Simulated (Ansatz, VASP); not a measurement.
**One calculation of Sn, two programs**

```xyz
1
Lattice="-1.8819 1.8819 1.8819 1.8819 -1.8819 1.8819 1.8819 1.8819 -1.8819" Properties=species:S:1:pos:R:3 pbc="T T T"
Sn    0.0000    0.0000    0.0000
```

Change from the starting cell: volume scaled by 0.98.

Alike in both runs: task single point; functional PBEsol; k mesh 10 × 10 × 10; occupations fermi-dirac, width 0.05 eV; no spin polarisation.

|  | VASP | Ansatz |
| --- | --- | --- |
| version | VASP 6.6.1 | Ansatz 0.2.0 |
| potentials or method | VASP PAW PBE potentials, release 64 (Sn_d) | Ansatz PAW |
| plane-wave cutoff (eV) | 520 | 420 |
| valence electrons in the cell | 14 | 14 |

Ansatz gave:

- gap on the k mesh at the Fermi level (eV): none
- pressure (GPa): -1.3

Q: What did VASP give for the same quantities?

A: gap on the k mesh at the Fermi level (eV): none; pressure (GPa): -1.4.

A gap of «none» marks a metal or a gap that the smearing closes. With one functional, cell and mesh, what is left measures potentials, basis and numerics.

Caveats: the PAW data sets were made with another functional, which shifts forces and pressure a little (VASP); the PAW data sets come from PBE, with cores solved anew for the run's functional, which leaves a small shift of forces and pressure (Ansatz).
